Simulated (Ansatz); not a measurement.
# triplet C4H8 at 6 levels

Wanted: a comparison of 6 runs (U-r2SCAN/6-31G*, UBHLYP/6-31G*, UPBE/6-31G*, UB3LYP/6-31G*, RPA@PBE0/6-31G*, UMP2/6-31G*) of triplet C4H8. 

Program for the calculation: Ansatz 0.2.0.

31 further runs of the same task are left out: 31 set aside as unsound or not needed.

### Step 1. The molecule

C4H8 has 12 atoms, charge 0, and is taken as a triplet. SMILES of the parent species: `C=CCC`. Geometry: relaxed at PBE0-D4/def2-TZVP. That shape belongs to the parent species and isn't relaxed for this state.

Bond lengths: C1–C2 1.325 Å, C2–C3 1.492 Å, C3–C4 1.525 Å, C1–H5 1.086 Å, C1–H6 1.084 Å, C2–H7 1.090 Å, C3–H8 1.094 Å, C3–H9 1.097 Å, C4–H10 1.093 Å, C4–H11 1.092 Å, C4–H12 1.092 Å. Some angles: C1–C2–C3 125.3°, C2–C3–C4 112.5°, C1–C2–H7 118.9°, C3–C2–H7 115.8°, C2–C1–H5 121.3°, C2–C1–H6 121.7°, C2–C3–H8 109.5°, C2–C3–H9 109.0°, C4–C3–H8 110.2°, C4–C3–H9 108.9°.

### Step 2. A single-point energy at U-r2SCAN/6-31G(d) (spherical functions) (run 1)

Input file run.yaml:

```yaml
crystal:
  periodic: [false, false, false]
  atoms:
    - symbol: C
      position_ang: [-0.102800, 1.905000, 0.560800]
    - symbol: C
      position_ang: [0.327700, 0.889700, -0.174300]
    - symbol: C
      position_ang: [-0.446000, -0.352500, -0.465500]
    - symbol: C
      position_ang: [0.258200, -1.608200, 0.036200]
    - symbol: H
      position_ang: [-1.092900, 1.899200, 1.007100]
    - symbol: H
      position_ang: [0.512900, 2.778300, 0.742300]
    - symbol: H
      position_ang: [1.330000, 0.935100, -0.599700]
    - symbol: H
      position_ang: [-1.442300, -0.274800, -0.019600]
    - symbol: H
      position_ang: [-0.593000, -0.436900, -1.549400]
    - symbol: H
      position_ang: [1.253200, -1.704600, -0.406500]
    - symbol: H
      position_ang: [0.380200, -1.579000, 1.121300]
    - symbol: H
      position_ang: [-0.308300, -2.506700, -0.218800]
basis:
  gaussian: {orbitals: 6-31G_st_-spherical.json}
magnetization: {spin_polarized: true, initial_magnetization: 2}
hamiltonian: {xc: r2scan}
accuracy: high
output: {orbitals: {seedname: orbitals}}
```

The basis set 6-31G* is read from a file made from the Basis Set Exchange's data (not shown).

Launch:

```
$ ansatz run run.yaml --threads 1 --pin off --max-ram 3480MiB --events-out events.jsonl --progress --plain --runs-dir runs
```

Output:

```text
Warning: RAYON_NUM_THREADS=1 ignored (pool sized by the plan → 1); use --threads N
Functional definition: r2SCAN
  name "r2SCAN"
  parameter k0 = 0.174
  parameter k1 = 0.065
  parameter a1 = 4.9479
  exchange = r2scan_x(k0 = k0, k1 = k1, a1 = a1)
  correlation = r2scan_c
1830 factors; integrals over basis functions are off by at most 3.2e-9 eV
mean field evaluation 1: about -4263.2025 eV, gradient 3.8e1 eV
mean field evaluation 2: about -4260.1494 eV, gradient 4.5e1 eV
mean field evaluation 4: about -4270.6957 eV, gradient 1.4e0 eV
mean field evaluation 8: about -4270.6935 eV, gradient 4.7e-2 eV
mean field evaluation 16: about -4270.6935 eV, gradient 5.3e-5 eV
mean field -4270.69350904 eV, -156.9450916773 hartree, gradient 3.5e-8 eV, S^2 2.010888; 0 other end points of the search recorded, 0 dependent functions left out
reference -4270.69351024 eV, -156.9450917213 hartree; 17, 15 occupied and 55, 57 virtual orbitals, 1830 factors
Total energy: -4270.69351024 eV, -156.9450917213 hartree
```

Run time: 16 s. Hardware: 1 thread of Intel Xeon Platinum 8488C (Sapphire Rapids), shared host; peak memory 0.42 GiB.

### Step 3. The energy at UBHLYP/6-31G(d) (spherical functions) (run 2)

Input file molecule.yaml:

```yaml
crystal:
  periodic: [false, false, false]
  atoms:
    - symbol: C
      position_ang: [-0.102800, 1.905000, 0.560800]
    - symbol: C
      position_ang: [0.327700, 0.889700, -0.174300]
    - symbol: C
      position_ang: [-0.446000, -0.352500, -0.465500]
    - symbol: C
      position_ang: [0.258200, -1.608200, 0.036200]
    - symbol: H
      position_ang: [-1.092900, 1.899200, 1.007100]
    - symbol: H
      position_ang: [0.512900, 2.778300, 0.742300]
    - symbol: H
      position_ang: [1.330000, 0.935100, -0.599700]
    - symbol: H
      position_ang: [-1.442300, -0.274800, -0.019600]
    - symbol: H
      position_ang: [-0.593000, -0.436900, -1.549400]
    - symbol: H
      position_ang: [1.253200, -1.704600, -0.406500]
    - symbol: H
      position_ang: [0.380200, -1.579000, 1.121300]
    - symbol: H
      position_ang: [-0.308300, -2.506700, -0.218800]
basis:
  gaussian: {orbitals: 6-31G_st_-spherical.json}
accuracy: high
output: {orbitals: {seedname: orbitals}}
magnetization: {spin_polarized: true, initial_magnetization: 2}
hamiltonian: {xc: {name: BHLYP}}
```

The basis set 6-31G* is read from a file made from the Basis Set Exchange's data (not shown).

Launch:

```
$ ansatz run molecule.yaml --threads 1 --pin off --max-ram 3480MiB --events-out events.jsonl --progress --plain --runs-dir runs
```

Output:

```text
Warning: RAYON_NUM_THREADS=1 ignored (pool sized by the plan → 1); use --threads N
Functional definition: BHLYP
  name "BHLYP"
  parameter a = 0.5
  exchange = (1 - a)*b88_x + a*exact_x
  correlation = lyp_c
1830 factors; integrals over basis functions are off by at most 3.2e-9 eV
mean field evaluation 1: about -4266.9989 eV, gradient 2.6e1 eV
mean field evaluation 2: about -4268.8464 eV, gradient 2.0e1 eV
mean field evaluation 4: about -4270.8257 eV, gradient 6.9e-1 eV
mean field evaluation 8: about -4270.8194 eV, gradient 2.6e-2 eV
mean field evaluation 16: about -4270.8194 eV, gradient 4.5e-5 eV
mean field -4270.81936368 eV, -156.9497167499 hartree, gradient 4.6e-8 eV, S^2 2.009006; 0 other end points of the search recorded, 0 dependent functions left out
reference -4270.81938765 eV, -156.9497176308 hartree; 17, 15 occupied and 55, 57 virtual orbitals, 1830 factors
Total energy: -4270.81938765 eV, -156.9497176308 hartree
```

Run time: 12 s. Hardware: 1 thread of Intel Xeon Platinum 8488C (Sapphire Rapids), shared host; peak memory 0.34 GiB.

Runs 3 to 4 aren't shown in full; the table further down has their settings and results.

### Step 4. A single-point energy at RPA@PBE0/6-31G(d) (spherical functions) (run 5)

Input file molecule.yaml:

```yaml
crystal:
  periodic: [false, false, false]
  atoms:
    - {symbol: C, position_ang: [-0.102800, 1.905000, 0.560800]}
    - {symbol: C, position_ang: [0.327700, 0.889700, -0.174300]}
    - {symbol: C, position_ang: [-0.446000, -0.352500, -0.465500]}
    - {symbol: C, position_ang: [0.258200, -1.608200, 0.036200]}
    - {symbol: H, position_ang: [-1.092900, 1.899200, 1.007100]}
    - {symbol: H, position_ang: [0.512900, 2.778300, 0.742300]}
    - {symbol: H, position_ang: [1.330000, 0.935100, -0.599700]}
    - {symbol: H, position_ang: [-1.442300, -0.274800, -0.019600]}
    - {symbol: H, position_ang: [-0.593000, -0.436900, -1.549400]}
    - {symbol: H, position_ang: [1.253200, -1.704600, -0.406500]}
    - {symbol: H, position_ang: [0.380200, -1.579000, 1.121300]}
    - {symbol: H, position_ang: [-0.308300, -2.506700, -0.218800]}
basis:
  gaussian: {orbitals: 6-31G_st_-spherical.json}
magnetization: {spin_polarized: true, initial_magnetization: 2}
hamiltonian: {xc: {name: PBE0}}
correlation: {method: rpa, frozen_orbitals: {C: 1, H: 0}}
accuracy: high
```

The basis set 6-31G* is read from a file made from the Basis Set Exchange's data (not shown).

Launch:

```
$ ansatz run molecule.yaml --threads 1 --pin off --max-ram 3480MiB --events-out events.jsonl --progress --plain --runs-dir runs
```

Output:

```text
Warning: RAYON_NUM_THREADS=1 ignored (pool sized by the plan → 1); use --threads N
Functional definition: PBE0
  name "PBE0"
  parameter a = 0.25
  parameter kappa = 0.804
  parameter beta = 0.06672455060314922
  exchange = (1 - a)*pbe_x(kappa = kappa, mu = beta*pi^2/3) + a*exact_x
  correlation = pbe_c(beta = beta)
1830 factors; integrals over basis functions are off by at most 3.2e-9 eV
mean field evaluation 1: about -4262.3583 eV, gradient 3.2e1 eV
mean field evaluation 2: about -4262.7158 eV, gradient 3.2e1 eV
mean field evaluation 4: about -4268.1143 eV, gradient 1.8e0 eV
mean field evaluation 8: about -4268.1399 eV, gradient 2.9e-1 eV
mean field evaluation 16: about -4268.1405 eV, gradient 2.5e-4 eV
mean field -4268.14046666 eV, -156.8512691001 hartree, gradient 1.6e-8 eV, S^2 2.008065; 0 other end points of the search recorded, 0 dependent functions left out
4 core orbitals not correlated: weight in the atoms' cores, before any rotation towards them, 1.000 or more for the frozen orbitals, at most 0.000 for the correlated occupied ones
reference -4243.90664012 eV, -155.9606924011 hartree; 13, 11 occupied and 55, 57 virtual orbitals, 1830 factors
Total energy: -4263.67122730 eV, -156.6870275832 hartree
```

Wall time 15 s (1 thread of Intel Xeon Platinum 8488C (Sapphire Rapids), shared host); peak memory 0.34 GiB.

### Step 5. A single-point energy at UMP2/6-31G(d) (spherical functions) (run 6)

Input file in.yaml:

```yaml
crystal:
  periodic: [false, false, false]
  atoms:
    - {symbol: C, position_ang: [-0.102800, 1.905000, 0.560800]}
    - {symbol: C, position_ang: [0.327700, 0.889700, -0.174300]}
    - {symbol: C, position_ang: [-0.446000, -0.352500, -0.465500]}
    - {symbol: C, position_ang: [0.258200, -1.608200, 0.036200]}
    - {symbol: H, position_ang: [-1.092900, 1.899200, 1.007100]}
    - {symbol: H, position_ang: [0.512900, 2.778300, 0.742300]}
    - {symbol: H, position_ang: [1.330000, 0.935100, -0.599700]}
    - {symbol: H, position_ang: [-1.442300, -0.274800, -0.019600]}
    - {symbol: H, position_ang: [-0.593000, -0.436900, -1.549400]}
    - {symbol: H, position_ang: [1.253200, -1.704600, -0.406500]}
    - {symbol: H, position_ang: [0.380200, -1.579000, 1.121300]}
    - {symbol: H, position_ang: [-0.308300, -2.506700, -0.218800]}
basis:
  gaussian:
    orbitals: 6-31G_st_-spherical.json
accuracy: high
magnetization:
  spin_polarized: true
  initial_magnetization: 2
correlation:
  method: mp2
  frozen_orbitals: {C: 1, H: 0}
```

The basis set 6-31G* is read from a file made from the Basis Set Exchange's data (not shown).

Launch:

```
$ ansatz run in.yaml --threads 1 --pin off --max-ram 3480MiB --events-out events.jsonl --progress --plain --runs-dir runs
```

Output:

```text
Warning: RAYON_NUM_THREADS=1 ignored (pool sized by the plan → 1); use --threads N
Functional definition: HF
  name "HF"
  exchange = exact_x
  correlation = 0
1830 factors; integrals over basis functions are off by at most 3.2e-9 eV
mean field evaluation 1: about -4241.3778 eV, gradient 1.9e1 eV
mean field evaluation 2: about -4241.3759 eV, gradient 1.9e1 eV
mean field evaluation 4: about -4244.2055 eV, gradient 2.5e0 eV
mean field evaluation 8: about -4244.2864 eV, gradient 3.8e-4 eV
mean field -4244.28601306 eV, -155.9746340997 hartree, gradient 4.2e-8 eV, S^2 2.021278; 0 other end points of the search recorded, 0 dependent functions left out
4 core orbitals not correlated: weight in the atoms' cores, before any rotation towards them, 1.000 or more for the frozen orbitals, at most 0.000 for the correlated occupied ones
reference -4244.28601306 eV, -155.9746340997 hartree; 13, 11 occupied and 55, 57 virtual orbitals, 1830 factors
second order -12.66456319 eV of doubles, -0.00000000 eV of singles
Total energy: -4256.95057626 eV, -156.4400482127 hartree
```

It took 3.6 s on 1 thread of Intel Xeon Platinum 8488C (Sapphire Rapids), shared host; peak memory 0.23 GiB.

### Step 6. The series

```csv
run,level,Cartesian functions,frozen core orbitals,energy (Eh),HOMO energy (eV),⟨S²⟩,wall time
1,U-r2SCAN/6-31G* (spherical functions),no,–,-156.945092,-1.79,2.011,16 s
2,UBHLYP/6-31G* (spherical functions),no,–,-156.949718,-3.79,2.009,12 s
3,UPBE/6-31G* (spherical functions),no,–,-156.811643,-1.35,2.006,11 s
4,UB3LYP/6-31G* (Cartesian functions),yes,–,-157.053331,-2.33,2.007,11 s
5,RPA@PBE0/6-31G* (spherical functions),no,4,-156.687028,–,2.008,15 s
6,UMP2/6-31G* (spherical functions),no,4,-156.440048,–,2.021,3.6 s
```

### Step 7. Results

| quantity | value |
| --- | --- |
| run 6: total energy | -156.44005 Eh |
| run 6: correlation energy (4 core orbitals frozen) | -465.4 mEh |
| run 6: ⟨S²⟩ of the reference determinant | 2.021 |

What this shows: Totals of different functionals can't be ranked against each other. All runs together took 68 s, the longest 16 s.
